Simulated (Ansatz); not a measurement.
# TaSi2P4 bilayer (AB) in a perpendicular field, part 2 of 3

Wanted: the out-of-plane response of the TaSi2P4 bilayer (AB). A positive field points along +c.

Ansatz 0.2.0; plane-wave DFT, PBE-D3(BJ), Ansatz PAW (the session's first sound run).

So far. Step 2 (Relaxation): The lattice constant a goes from 3.480 to 3.489 Å.

### Step 3. Single point, field 0, start network

A sawtooth potential applies the field, turning back in the middle of the vacuum. With the dipole correction the typed value is the field outside the slab. The induced dipole is small, so the SCF threshold is tight.

The cell differs from the one that the last finished run ended in (c 72.392 → 39.762 Å).

input.yaml

```yaml
crystal:
  lattice:
    - [3.4886956765, 0.0, 0.0]
    - [-1.7443478382, 3.0212990819, 0.0]
    - [0.0, 0.0, 39.7622604741]
  atoms:
    - { symbol: P, position: [0.0, 0.0, 0.2263452805] }
    - { symbol: Si, position: [0.3333333333, 0.6666666667, 0.2517906421] }
    - { symbol: P, position: [0.3333333333, 0.6666666667, 0.3080787867] }
    - { symbol: Ta, position: [0.0, 0.0, 0.3453219334] }
    - { symbol: P, position: [0.3333333333, 0.6666666667, 0.3824163456] }
    - { symbol: Si, position: [0.3333333333, 0.6666666667, 0.4386600665] }
    - { symbol: P, position: [0.0, 0.0, 0.4641012849] }
    - { symbol: P, position: [0.3333333333, 0.6666666667, 0.5359181971] }
    - { symbol: Si, position: [0.6666666667, 0.3333333333, 0.5612855775] }
    - { symbol: P, position: [0.6666666667, 0.3333333333, 0.6175939465] }
    - { symbol: Ta, position: [0.3333333333, 0.6666666667, 0.6546924626] }
    - { symbol: P, position: [0.6666666667, 0.3333333333, 0.6919189467] }
    - { symbol: Si, position: [0.6666666667, 0.3333333333, 0.7482061425] }
    - { symbol: P, position: [0.3333333333, 0.6666666667, 0.7736547195] }
kpoints:
  mp_grid: { grid: [18, 18, 1] }
  band_path:
    path: [[0, 0, 0], [0.5, 0, 0], [0.33333333, 0.33333333, 0], [0, 0, 0]]
    npoints: 16
hamiltonian:
  xc: pbe
  dispersion: d3bj
scf:
  occupations: { method: fermi_dirac, width: 0.02585 }
  convergence: { dr2_threshold: 1.0e-10 }
efield:
  axis: 3
  dipole_correction: true
  ramp_position: 0.97
  ramp_width: 0.06
  amplitude: 0
output:
  dos: { projected: true, e_range: [-6, 5] }
  bader: true
  write_potential: true
  write_density: true
  volumetric_format: npy
  elf: true
```

Run with:

```console
ansatz run input.yaml --threads 4 --pin off --max-ram 12288MiB --backend cpu --events-out ev --progress --plain --runs-dir out
```

Numbers of over 12 decimals in the logs are rounded to 6 here.

Output:

```text
[...]
Crystal: 14 atoms, lattice volume = 419.110 Å³
Basis set: ecut = 420 eV, 8167 PW (Γ)
Bands: 55, of which v1, the nominal top of the filled ones, is band 41 counted from 1 (40 counted from 0)
Symmetry: 6 space group operations
[...]
k-points: 37 of 324 (time reversal used)
[...]
SCF iter   1: F=—  HF=-28462.824579 eV  |F-HF|=—  |Δ(HF+E_count)|=         —  Δρ=3.92e-3  dr2=4.41e-1  ethr=1.77e-3  p=0.003 e·Å  D=1.38e-3 V/Å  ΔV_dip=-0.05 eV  dr2_dipole=1.42e-1  V_vac-E_F(+/−)=5.09/5.15 eV  ⟨swp⟩=9.5  Hψ=12171  notcnv=0  defer=144
efield: sawtooth ramp at fractional position 0.9700 (set: `efield.ramp_position`, or a place that a band, a saddle search or an elastic batch's reference lends), width 0.0600; the density the first Hamiltonian is built on has a dipole p = 0.003 e·Å; the dipole correction subtracts the counter field D = 1.38e-3 V/Å, which shifts the + side's vacuum level by -0.05 eV against the − side's; the planar-averaged density in the ramp window peaks in size at 1.1e-5 e/Å³
[...]
SCF iter   2: F=—  HF=-28462.824057 eV  |F-HF|=—  |Δ(HF+E_count)|=   5.22e-4  Δρ=1.86e-3  dr2=8.52e-2  ethr=5.38e-4  p=-0.004 e·Å  D=-1.87e-3 V/Å  ΔV_dip=0.07 eV  dr2_dipole=1.31e-2  V_vac-E_F(+/−)=5.62/5.55 eV  ⟨swp⟩=3.5  Hψ=3325  notcnv=0  defer=282
[...]
SCF iter  12: F=-28462.812313 eV  HF=-28462.812313 eV  |F-HF|=4.00e-11  |Δ(HF+E_count)|=  1.09e-11  Δρ=4.11e-8  dr2=1.02e-11  ethr=1.00e-12  p=-0.000 e·Å  D=-1.42e-4 V/Å  ΔV_dip=0.01 eV  dr2_dipole=1.90e-13  V_vac-E_F(+/−)=5.43/5.42 eV  ⟨swp⟩=15.7  Hψ=8980  notcnv=0
SCF 1 converged in 12 iterations: F = -28462.812313 eV  dr2 = 1.02e-11
[...]
NSCF: frozen V_eff on 49 k-points
efield: sawtooth ramp at fractional position 0.9700 (kept from the solve that this one continues, or follows in the run), width 0.0600; the density the first Hamiltonian is built on has a dipole p = -0.000 e·Å; the dipole correction subtracts the counter field D = -1.42e-4 V/Å, which shifts the + side's vacuum level by +0.01 eV against the − side's; the planar-averaged density in the ramp window peaks in size at 2.6e-6 e/Å³
[...]
SCF converged after 12 iterations
Free energy (F): -28462.812313 eV
[...]
Internal energy: -28462.800830 eV  (E = F + TS)
E sigma→0 (E₀):  -28462.806572 eV
Entropy (-TS):   -0.011482 eV (-0.820 meV/atom)
Fermi energy:    3.226075 eV
Dipole field:    D = -0.000141 V/Å  (p = -0.000327 e·Å, saw-weighted, corrected)
Work function:   Φ+ = 5.4280 eV   Φ− = 5.4224 eV
Levels:          The Fermi level and band energies are counted from a zero that moves with the ramp; work functions are not
[...]
--- Band table (eV; the first three rows and the last of 37) ---
  k-point 0: bands = [... 37 lower, 2.8311, 2.8430, 2.8430, 3.4721, 3.9146, 6.1094, 6.1094, 6.1668, ... 10 higher]
  k-point 1: bands = [... 37 lower, 2.7764, 2.7805, 2.8224, 3.5052, 3.8850, 6.0427, 6.0782, 6.1595, ... 10 higher]
  k-point 2: bands = [... 37 lower, 2.5975, 2.6118, 2.7466, 3.5117, 3.7613, 5.7907, 5.8871, 5.8948, ... 10 higher]
  k-point 36: bands = [... 37 lower, 1.6068, 2.4162, 2.4325, 4.0503, 4.0919, 4.9392, 5.1869, 5.2163, ... 10 higher]
--- Bader charges: 14 sites ---
  site symbol  charge [e]  shift [e]
     0      P     -1.3869     0.0221
     1     Si      1.8867     0.0289
     2      P     -1.2400     0.0105
     3     Ta      1.4813     0.0074
     4      P     -1.2381     0.0112
     5     Si      1.8784     0.0291
     6      P     -1.3815     0.0216
     7      P     -1.3830     0.0214
     8     Si      1.8767     0.0290
     9      P     -1.2351     0.0113
    10     Ta      1.4820     0.0074
    11      P     -1.2403     0.0105
    12     Si      1.8866     0.0290
    13      P     -1.3868     0.0221
  estimated error of the sums over rays = 4.1e-4 e
```

Wall time 98 s (4 threads of Arm Neoverse V1, shared host); peak memory 1.4 GiB; 6.4 min of CPU time.

Reading the cycles: dr2 is the Hartree energy of the density residual (eV), the measure of convergence; HF is the Harris–Foulkes estimate of the energy, which meets the free energy F at convergence.

Numbers from this step:

| Property | Result |
| --- | --- |
| energy at zero smearing | -28462.8066 eV |
| work function, upper face | 5.428 eV |
| dipole along the normal | -3.27e-4 e·Å |

The electron's electrostatic potential energy less the Fermi level oscillates, so the rows of the table below give means over windows of 4.12 Å about each position, cut where the curve ends. Its maxima inside the range that stand out by 2 % of the span (Å: eV): 11.6: -3.86, 15.8: -3.93, 19.9: -0.696, 24.0: -3.91, 28.1: -3.86. Its minima: 9.6: -8.36, 14.3: -9.72, 18.0: -8.48, 21.8: -8.46, 25.5: -9.71, 30.2: -8.35.

Running mean over a fixed 2.5 Å (it still follows the layers) of the planar mean; the ramp of the sawtooth is left out. The electron's electrostatic potential energy less the Fermi level by z; means over each step:

| z (Å) | electron's electrostatic potential energy less the Fermi level (eV) |
| --- | --- |
| 5.59 | 5.07 |
| 9.71 | -4.84 |
| 13.83 | -7.48 |
| 17.95 | -5.01 |
| 22.07 | -5.20 |
| 26.19 | -7.47 |
| 30.31 | -4.41 |
| 34.43 | 5.24 |

The density of states has structure finer than the step of the table below, so its rows give means over 0.25 eV, whole bins alone (the curve runs from -6 to 1.99 eV). Peaks (eV: height): -4.320: 15.2, -1.840: 14.5, -1.750: 15.5, -1.590: 18.9, -1.420: 13.8, -1.290: 16.6, -0.900: 16.2.

The density of states by energy, zero at the Fermi level; means over each step:

energy (eV), density of states (states/eV a cell) and a bar:
```
    -5.75        0.8 ##
    -5.50        1.2 ###
    -5.25        5.5 ##############
    -5.00        8.9 ######################
    -4.75        6.4 ################
    -4.50        7.1 #################
    -4.25        9.8 ########################
    -4.00        5.9 ##############
    -3.75        7.7 ###################
    -3.50        6.2 ###############
    -3.25        7.8 ###################
    -3.00        8.3 ####################
    -2.75        9.6 ########################
    -2.50        8.1 ####################
    -2.25        9.7 ########################
    -2.00        9.8 ########################
    -1.75       11.0 ###########################
    -1.50       12.2 ##############################
    -1.25       11.7 #############################
    -1.00        9.6 ########################
    -0.75        6.7 #################
    -0.50        2.7 #######
    -0.25        4.2 ##########
     0.00        5.4 #############
     0.25        3.5 #########
     0.50        1.7 ####
     0.75        0.8 ##
     1.00        0.0 
     1.25        0.3 #
     1.50        1.7 ####
     1.75        4.9 ############
```

Projected DOS per atom over height of the atomic layer and energy from the Fermi level. Layers: P Si P Ta P Si P P Si P Ta P Si P from below.

Values in states/eV, 22 rows by 14 columns, each cell a mean:
```
0.32 0.45 0.12 0.55 0.16 0.53 0.37 0.35 0.52 0.15 0.46 0.11 0.43 0.31
0.08 0.10 0.01 0.03 0.01 0.23 0.18 0.14 0.19 0.01 0.03 0.01 0.09 0.08
0.00 0.00 0.00 0.00 0.00 0.01 0.01 0.00 0.00 0.00 0.00 0.00 0.00 0.00
0.02 0.01 0.02 0.26 0.03 0.01 0.04 0.04 0.01 0.03 0.28 0.02 0.01 0.02
0.07 0.04 0.08 0.84 0.08 0.05 0.08 0.08 0.05 0.08 0.83 0.07 0.04 0.07
0.09 0.08 0.19 1.68 0.19 0.08 0.09 0.09 0.09 0.19 1.67 0.20 0.08 0.09
0.09 0.04 0.30 0.80 0.29 0.04 0.08 0.08 0.04 0.30 0.79 0.31 0.04 0.09
0.29 0.05 0.59 0.73 0.64 0.07 0.50 0.53 0.08 0.62 0.76 0.58 0.05 0.30
0.75 0.14 1.20 1.03 1.00 0.14 0.70 0.74 0.15 1.01 1.08 1.20 0.15 0.77
1.23 0.23 1.02 1.12 1.04 0.23 0.74 0.76 0.23 1.10 1.12 1.03 0.23 1.25
1.33 0.34 0.86 1.03 0.84 0.27 0.73 0.71 0.27 0.85 0.99 0.86 0.34 1.26
0.87 0.34 0.71 0.67 0.67 0.36 0.92 0.87 0.37 0.64 0.66 0.76 0.35 0.92
0.75 0.43 0.63 0.51 0.70 0.38 0.87 0.84 0.38 0.63 0.50 0.56 0.42 0.73
0.76 0.53 0.58 0.58 0.68 0.49 0.88 0.86 0.51 0.68 0.58 0.59 0.53 0.74
0.56 0.47 0.46 0.57 0.47 0.47 0.66 0.66 0.48 0.48 0.57 0.45 0.48 0.57
0.51 0.42 0.48 0.57 0.47 0.41 0.56 0.55 0.41 0.48 0.57 0.48 0.42 0.52
0.40 0.35 0.54 0.55 0.57 0.38 0.45 0.44 0.38 0.61 0.58 0.56 0.37 0.41
0.49 0.52 0.84 0.62 0.64 0.40 0.50 0.52 0.41 0.65 0.60 0.81 0.50 0.47
0.41 0.42 0.65 0.42 0.77 0.46 0.44 0.45 0.46 0.75 0.41 0.66 0.44 0.44
0.51 0.57 0.58 0.47 0.66 0.67 0.69 0.68 0.63 0.64 0.46 0.57 0.55 0.50
0.15 0.13 0.09 0.04 0.07 0.19 0.25 0.25 0.18 0.07 0.04 0.08 0.13 0.14
0.09 0.08 0.03 0.01 0.02 0.06 0.08 0.08 0.06 0.02 0.01 0.03 0.08 0.09
```
Columns: height of the atomic layer (Å) from 9 to 30.8 (not evenly spaced); rows upwards: energy from the Fermi level (eV) from -5.96 to 1.96.

The electronic bands at the labelled points (eV, zero at the Fermi level):

| point | band 37 | band 38 | band 39 | band 40 | band 41 | band 42 | band 43 | band 44 |
| --- | --- | --- | --- | --- | --- | --- | --- | --- |
| Γ | -0.40 | -0.40 | -0.38 | -0.38 | 0.25 | 0.69 | 2.88 | 2.88 |
| halfway | -1.26 | -1.12 | -1.11 | -0.87 | -0.14 | -0.10 | 1.82 | 2.01 |
| M | -1.63 | -1.49 | -0.69 | -0.66 | -0.33 | -0.31 | 1.27 | 1.30 |
| halfway | -1.78 | -1.50 | -1.13 | -0.98 | 0.20 | 0.22 | 2.01 | 2.19 |
| K | -1.65 | -1.62 | -0.81 | -0.79 | 0.82 | 0.87 | 1.71 | 1.96 |
| halfway | -1.26 | -1.16 | -1.11 | -0.88 | -0.10 | -0.08 | 2.37 | 2.38 |
| Γ | -0.40 | -0.40 | -0.38 | -0.38 | 0.25 | 0.69 | 2.88 | 2.88 |

Electrostatic potential energy in the ca plane at fractional y = 0.667, with atoms of Si and P and Ta within 0.2 Å of it. With pseudopotentials it is smooth inside the atoms' cores, unlike the true potential.

Values in eV, 5 rows by 16 columns, each cell a mean:
```
  3  -1   6   6   2  -1   4   0   3   3   0   4  -2   2   7   8
 -1   1   7   5  -1   1   5   2  -2  -2   3   5   1   0   5   8
-37   0   7 -14 -36   3   7   3 -34 -30   4   7   1 -39 -10   8
-51  -3   7 -22 -50   2   7   2 -44 -39   4   7   0 -53 -17   8
-10   2   7   0  -9   3   6   4 -12 -10   4   6   2 -10   2   8
```
Columns run along c (16.0 Å, from fractional 0.43 to 0.84 of the cell; values clipped at the 3rd and 97th percentile), rows up along a (3.5 Å). Atoms in or near the plane, at fractional coordinates: Si at (0.44, 0.33), P at (0.54, 0.33), Ta at (0.65, 0.33), P at (0.77, 0.33).

Valence density in the ca plane at fractional y = 0.667, with atoms of Si and P and Ta within 0.2 Å of it. It is the smooth field of the valence electrons, not physical close to the nuclei.

Values in e/Å³, 5 rows by 16 columns, each cell a mean:
```
0.00 0.00 0.02 0.17 0.35 0.16 0.07 0.17 0.34 0.31 0.15 0.07 0.19 0.35 0.14 0.06
0.00 0.00 0.01 0.14 0.36 0.24 0.15 0.32 0.33 0.34 0.30 0.14 0.27 0.34 0.12 0.12
0.00 0.00 0.01 0.07 0.32 0.31 0.52 0.55 0.42 0.48 0.55 0.49 0.30 0.29 0.08 0.38
0.00 0.00 0.01 0.06 0.26 0.25 0.65 0.39 0.44 0.48 0.41 0.62 0.22 0.25 0.07 0.45
0.00 0.00 0.01 0.11 0.37 0.30 0.27 0.51 0.36 0.39 0.48 0.25 0.33 0.33 0.10 0.21
```
Columns run along c (16.0 Å, from fractional 0.13 to 0.53 of the cell), rows up along a (3.5 Å). Atoms in or near the plane, at fractional coordinates: Si at (0.25, 0.33), P at (0.31, 0.33), P at (0.38, 0.33), Si at (0.44, 0.33).

ELF in the ca plane at fractional y = 0.667, with atoms of Si and P and Ta within 0.2 Å of it. It is the smooth field of the valence electrons, not physical close to the nuclei.

Ten even steps from '0' (0.00) to '9' (0.94), each cell a mean:
```
00000024677776531013432111234310135677763002
00000125777666420001221121122210024666773000
00000013567777642235663111366532246777652024
00000001234688755667887423788766557886421268
00000000012465347885367524764588843564201599
00000000001332448992015424510189944223101799
00000000001343348993036524630289843343101699
00000000123577556777788424787777755776310389
00000002456788753357885212588753357887641146
```
Columns run along c (16.0 Å, from fractional 0.13 to 0.53 of the cell), rows up along a (3.5 Å). Atoms in or near the plane, at fractional coordinates: Si at (0.25, 0.33), P at (0.31, 0.33), P at (0.38, 0.33), Si at (0.44, 0.33).

The work function of the upper face is 5.43 eV.

### Step 4. Single point, field 0.1 V/Å

Changes to input.yaml since step 3:

```diff
@@ -34,8 +34,6 @@
   dipole_correction: true
-  ramp_position: 0.97
-  ramp_width: 0.06
-  amplitude: 0
+  ramp_position: 0.9691
+  ramp_width: 0.0619
+  amplitude: 0.1
 output:
-  dos: { projected: true, e_range: [-6, 5] }
-  bader: true
   write_potential: true
@@ -43,2 +41 @@
   volumetric_format: npy
-  elf: true
```

Output:

```text
[...]
Crystal: 14 atoms, lattice volume = 419.110 Å³
Basis set: ecut = 420 eV, 8167 PW (Γ)
Bands: 55, of which v1, the nominal top of the filled ones, is band 41 counted from 1 (40 counted from 0)
Symmetry: 6 space group operations
[...]
k-points: 37 of 324 (time reversal used)
[...]
k-point 0: bands = [... 37 lower, 2.8292, 2.8443, 2.8443, 3.4718, 3.9144, 6.1087, 6.1087, 6.1663, ... 10 higher]
  k-point 1: bands = [... 37 lower, 2.7776, 2.7795, 2.8229, 3.5048, 3.8848, 6.0412, 6.0792, 6.1461, ... 10 higher]
  k-point 2: bands = [... 37 lower, 2.5984, 2.6109, 2.7470, 3.5111, 3.7612, 5.7903, 5.8714, 5.9075, ... 10 higher]
  k-point 36: bands = [... 37 lower, 1.6183, 2.4038, 2.4442, 4.0483, 4.0935, 4.9367, 5.1897, 5.2152, ... 10 higher]
[key lines of the parts left out:]
SCF converged after 13 iterations
Free energy (F): -28462.819187 eV
Fermi energy:    3.225736 eV
Dipole field:    D = 0.059502 V/Å  (p = 0.137815 e·Å, saw-weighted, corrected)
```

The job ended after 61 s (4 threads; peak memory 1.4 GiB).

The dipole is 0.138 e·Å.

### Step 5. Atoms held, field -0.1 V/Å

Changes to input.yaml since step 4:

```diff
@@ -36,3 +36,3 @@
   ramp_width: 0.0619
-  amplitude: 0.1
+  amplitude: -0.1
 output:
```

Output:

```text
[...]
Crystal: 14 atoms, lattice volume = 419.110 Å³
Basis set: ecut = 420 eV, 8167 PW (Γ)
Bands: 55, of which v1, the nominal top of the filled ones, is band 41 counted from 1 (40 counted from 0)
Symmetry: 6 space group operations
[...]
k-points: 37 of 324 (time reversal used)
[...]
k-point 0: bands = [... 37 lower, 2.8316, 2.8424, 2.8424, 3.4721, 3.9145, 6.1094, 6.1094, 6.1668, ... 10 higher]
  k-point 1: bands = [... 37 lower, 2.7758, 2.7807, 2.8218, 3.5052, 3.8848, 6.0432, 6.0760, 6.1556, ... 10 higher]
  k-point 2: bands = [... 37 lower, 2.5970, 2.6119, 2.7461, 3.5119, 3.7610, 5.7906, 5.8771, 5.9023, ... 10 higher]
  k-point 36: bands = [... 37 lower, 1.5947, 2.4206, 2.4285, 4.0517, 4.0898, 4.9411, 5.1832, 5.2168, ... 10 higher]
[key lines of the parts left out:]
SCF converged after 14 iterations
Free energy (F): -28462.819253 eV
Fermi energy:    3.225995 eV
Dipole field:    D = -0.059787 V/Å  (p = -0.138476 e·Å, saw-weighted, corrected)
```

Wall time 63 s (4 threads); peak memory 1.4 GiB.

The dipole is -0.138 e·Å.

### Step 6. Single point, field 0.5 V/Å

Changes to input.yaml since step 5:

```diff
@@ -34,5 +34,5 @@
   dipole_correction: true
-  ramp_position: 0.9691
-  ramp_width: 0.0619
-  amplitude: -0.1
+  ramp_position: 0.928
+  ramp_width: 0.144
+  amplitude: 0.5
 output:
```

Output:

```text
[...]
Crystal: 14 atoms, lattice volume = 419.110 Å³
Basis set: ecut = 420 eV, 8167 PW (Γ)
Bands: 55, of which v1, the nominal top of the filled ones, is band 41 counted from 1 (40 counted from 0)
Symmetry: 6 space group operations
[...]
k-points: 37 of 324 (time reversal used)
[...]
k-point 0: bands = [... 37 lower, 2.8155, 2.8503, 2.8503, 3.4667, 3.9101, 6.0986, 6.0986, 6.1586, ... 10 higher]
  k-point 1: bands = [... 37 lower, 2.7681, 2.7829, 2.8243, 3.4991, 3.8809, 6.0217, 6.0702, 6.0947, ... 10 higher]
  k-point 2: bands = [... 37 lower, 2.6011, 2.6028, 2.7470, 3.5042, 3.7580, 5.7774, 5.7968, 5.9156, ... 10 higher]
  k-point 36: bands = [... 37 lower, 1.6579, 2.3531, 2.4902, 4.0358, 4.0952, 4.9199, 5.1933, 5.2053, ... 10 higher]
[key lines of the parts left out:]
SCF converged after 14 iterations
Free energy (F): -28462.984853 eV
Fermi energy:    3.220522 eV
Dipole field:    D = 0.298170 V/Å  (p = 0.690605 e·Å, saw-weighted, corrected)
```

Wall time 64 s (4 threads); peak memory 1.4 GiB; 4.2 min of CPU time.

The dipole is 0.691 e·Å.

### Step 7. Atoms held, field -0.3 V/Å

Changes to input.yaml since step 6:

```diff
@@ -34,6 +34,8 @@
   dipole_correction: true
-  ramp_position: 0.928
-  ramp_width: 0.144
-  amplitude: 0.5
+  ramp_position: 0.9673
+  ramp_width: 0.0655
+  amplitude: -0.3
 output:
+  dos: { projected: true, e_range: [-6, 5] }
+  bader: true
   write_potential: true
@@ -41 +43,2 @@
   volumetric_format: npy
+  elf: true
```

Output:

```text
[...]
Crystal: 14 atoms, lattice volume = 419.110 Å³
Basis set: ecut = 420 eV, 8167 PW (Γ)
Bands: 55, of which v1, the nominal top of the filled ones, is band 41 counted from 1 (40 counted from 0)
Symmetry: 6 space group operations
[...]
k-points: 37 of 324 (time reversal used)
[...]
2      P     -1.2395     0.0105
     3     Ta      1.4829     0.0074
     4      P     -1.2384     0.0112
     5     Si      1.8790     0.0290
     6      P     -1.3821     0.0216
     7      P     -1.3824     0.0214
     8     Si      1.8760     0.0290
     9      P     -1.2348     0.0114
    10     Ta      1.4804     0.0074
    11      P     -1.2406     0.0105
    12     Si      1.8891     0.0285
    13      P     -1.4048     0.0217
  estimated error of the sums over rays = 4.3e-4 e
[key lines of the parts left out:]
SCF converged after 14 iterations
Free energy (F): -28462.874579 eV
Fermi energy:    3.224561 eV
Dipole field:    D = -0.179093 V/Å  (p = -0.414806 e·Å, saw-weighted, corrected)
```

It took 1.7 min on 4 threads; peak memory 1.4 GiB.

The dipole is -0.415 e·Å.

[end of part 2 of 3]

[Logs are printed without paths, hosts, clocks, repeated set-up lines and the standing remarks that a program may print on its own settings, such as how far it seeks lower states.]

[Hosts, paths, dates, database ids (printed as entryN), source tags and the programs' standing remarks are cut or masked in the printed files.]

[Maps of the electrostatic potential energy from Ansatz leave out the sawtooth potential of an applied field or a dipole correction, so their vacuum need not be flat; planar profiles and work functions include it.]

[The density of states shown here was stored with 400 of the rows of the run's finer table, so its peaks can read low, often by over a quarter, or be missed, and its means over a window can be off by a tenth or more.]
